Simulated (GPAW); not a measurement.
Runs of GPAW 26.7.0 on BaH2. Symmetry: P6_3/mmc, No. 194, hexagonal system. Conventional cell: a = 4.462 Å, b = 4.462 Å, c = 6.055 Å, α = 90.00°, β = 90.00°, γ = 120.00°. Ba (site symmetry -6m2) is surrounded by 3 H at 2.58 Å. H (site symmetry -3m) has 6 Ba at 2.99 Å and 8 H at 2.99 to 3.03 Å as nearest neighbours. Around H (site symmetry -6m2) lie 3 Ba at 2.58 Å. The cell comes from a database or a generator and needn't be the stable form of this composition.

| task | level | potentials or basis | cell | k mesh | cutoff (eV) | smearing | response ecut | maxiter | response k mesh | response bands | kernels | gap on the mesh (eV) | pressure (GPa) |
| --- | --- | --- | --- | --- | --- | --- | --- | --- | --- | --- | --- | --- | --- |
| dielectric tensor | LDA | the program's PAW data sets (release 1.2.1) made for this functional, pw | as given | 6 × 6 × 4 | 450 | fermi-dirac 0.001 eV | 80 eV | 150 | 12 × 12 × 8 | 60 | ["RPA", "Bootstrap", "LR0.2"] | 1.34 | - |
| relaxation of cell and atoms | PBEsol | PAW data sets generated in the run's folder for this functional, pw | relaxed | 5 × 5 × 3 | 600 | fermi-dirac 0.05 eV | - | 150 | - | - | - | 2.11 | -0.1 |
| relaxation of cell and atoms | PBEsol | PAW data sets generated in the run's folder for this functional, pw | relaxed to 10 GPa | 5 × 5 × 3 | 600 | fermi-dirac 0.05 eV | - | 150 | - | - | - | 1.95 | 10.0 |
| single point | LDA | the program's PAW data sets (release 1.2.1) made for this functional, pw | as given | 6 × 6 × 4 | 450 | fermi-dirac 0.05 eV | - | 120 | - | - | - | 1.34 | -3.3 |
| relaxation of cell and atoms | PBEsol | PAW data sets generated in the run's folder for this functional, pw | relaxed to 30 GPa | 5 × 5 × 3 | 600 | fermi-dirac 0.05 eV | - | 150 | - | - | - | 1.12 | 30.0 |
| single point | TB-mBJ | GPAW PAW data sets for LDA (gpaw-data 1.2.1), pw | as given | 6 × 6 × 4 | 600 | fermi-dirac 0.05 eV | - | 150 | - | - | - | 3.02 | - |
| relaxation of cell and atoms | PBEsol | PAW data sets generated in the run's folder for this functional, pw | relaxed to 5 GPa | 5 × 5 × 3 | 600 | fermi-dirac 0.05 eV | - | 150 | - | - | - | (b) | 5.0 |
| relaxation of cell and atoms | PBEsol | PAW data sets generated in the run's folder for this functional, pw | relaxed to 2 GPa | 5 × 5 × 3 | 600 | fermi-dirac 0.05 eV | - | 150 | - | - | - | 2.24 | 2.0 |
| relaxation of cell and atoms | PBEsol | PAW data sets generated in the run's folder for this functional, pw | relaxed to 20 GPa | 5 × 5 × 3 | 600 | fermi-dirac 0.05 eV | - | 150 | - | - | - | (a) | 19.8 |

Alike in all rows: no spin polarisation.

Q: Estimate the missing entries.

A: (a) 1.48; (b) 2.26.

Caveats: spin-orbit coupling is left out, which moves the levels of the heavy elements; later steps reuse the first step's grids (some runs); an odd mesh through Γ misses points on the zone boundary, where band edges often lie (some runs); the long-wavelength limit can be off by a per cent or two (some runs); the cutoff is short for stress and forces, so pressures can be off by a GPa or more (some runs); a model potential gives levels but no total energy (some runs).

A k mesh can miss the band edges, and the runs leave out spin-orbit coupling on Ba.
